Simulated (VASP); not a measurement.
A run of VASP 6.6.1 is set up as follows.

Contents of INCAR:

```
SYSTEM = PtSe2
ALGO     = Normal         ! electronic algorithm
EDIFF    = 1E-6           ! SCF threshold, eV
ENCUT    = 520            ! plane-wave cutoff, eV
GGA      = CA             ! functional
ISIF     = 2              ! what is computed and relaxed
ISMEAR   = 0              ! smearing method
ISPIN    = 2              ! spin polarisation
LASPH    = .True.         ! aspherical terms in the spheres
LCHARG   = .False.        ! write CHGCAR
LDAU     = .True.         ! DFT+U
LDAUJ    = 0 0          
LDAUL    = 2 -1           ! shell
LDAUPRINT= 1            
LDAUTYPE = 2            
LDAUU    = 4 0            ! U, eV
LMAXMIX  = 4              ! l up to which the mixer works
LORBIT   = 11             ! projections on sites
LREAL    = .False.        ! projectors in reciprocal space
LWAVE    = .False.        ! write WAVECAR
MAGMOM   = 0.5 0 0        ! initial moments
NBANDS   = 22             ! bands
NELM     = 100            ! most SCF steps
PREC     = Accurate       ! precision mode
SIGMA    = 0.05           ! smearing width, eV
```

File KPOINTS:

```
k-points
0
Gamma
  6 6 4
  0 0 0
```

The input POSCAR:

```
PtSe2
1.0
    3.2802082100     -2.0108328800      0.0000000000
    3.2802082100      2.0108328800      0.0000000000
   -0.0032294100      0.0000000000      4.6257814300
Pt Se
1 2
Direct
    0.0000000000      0.0000000000      0.0000000000
    0.6879000000      0.6879000000      0.2889000000
    0.3121000000      0.3121000000      0.7111000000
```

Potentials or basis: VASP PAW LDA potentials, release 64 (Pt, Se).

The run is started by

```console
$ cat potpaw_LDA.64/Pt/POTCAR potpaw_LDA.64/Se/POTCAR > POTCAR
$ mpirun -np 1 vasp_std > vasp.out
```

Problem. What does it give for the largest force?

Solution. 1.132 eV/Å.

Problem. Predict the band gap on the k mesh.

Solution. None (metal or under the smearing width).

Forces on the atoms (eV/Å):
```
Pt   0.000  0.000  0.000
Se  -0.502  0.000 -1.015
Se   0.502  0.000  1.015
```

Caveat: forces of over 1 eV/Å show positions far from the minimum, so gaps and moduli don't describe the material at rest. The run has no spin-orbit coupling, so splittings on Pt are missing.
